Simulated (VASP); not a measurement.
## ZrS: single point with PBEsol

ZrS:

```
Zr S
1.0
     0.00000    2.62500    2.62500
     2.62500    0.00000    2.62500
     2.62500    2.62500    0.00000
Zr S
1 1
Direct
  0.00000 0.00000 0.00000
  0.50000 0.50000 0.50000
```

```json
{
 "Program": "VASP 6.6.1",
 "Task": "single point",
 "Functional": "PBEsol",
 "Potentials or basis": "VASP PAW PBE potentials, release 64 (Zr_sv, S)",
 "Cutoff": "520 eV",
 "k mesh": "6 × 6 × 6, shifted",
 "Occupations": "fermi-dirac, width 0.01 eV",
 "Spin": "no spin polarisation",
 "Dipole correction": "no",
 "Further INCAR settings": "ALGO = Normal; EDIFF = 1e-06; NBANDS = 16; ISYM = 0"
}
```

```
Pressure               : -6.3 GPa
Band gap on the k mesh : none (metal or under the smearing width)
```

Levels at points of the mesh, in eV from the Fermi level:
```
           k point  band 5  band 6  band 7  band 8  band 9  band 10  band 11  band 12  band 13  band 14
(0.08, 0.08, 0.08)  -15.67   -3.98   -3.80   -3.80   -1.14    -1.14    -1.10    -0.16    -0.16     2.26
```

Run time: 2.9 min on 1 thread of Intel(R) Xeon(R) Platinum 8488C (Sapphire Rapids) (shared host), peak memory 0.34 GiB.

Caveat: the PAW data sets were made with another functional, which shifts forces and pressure a little.
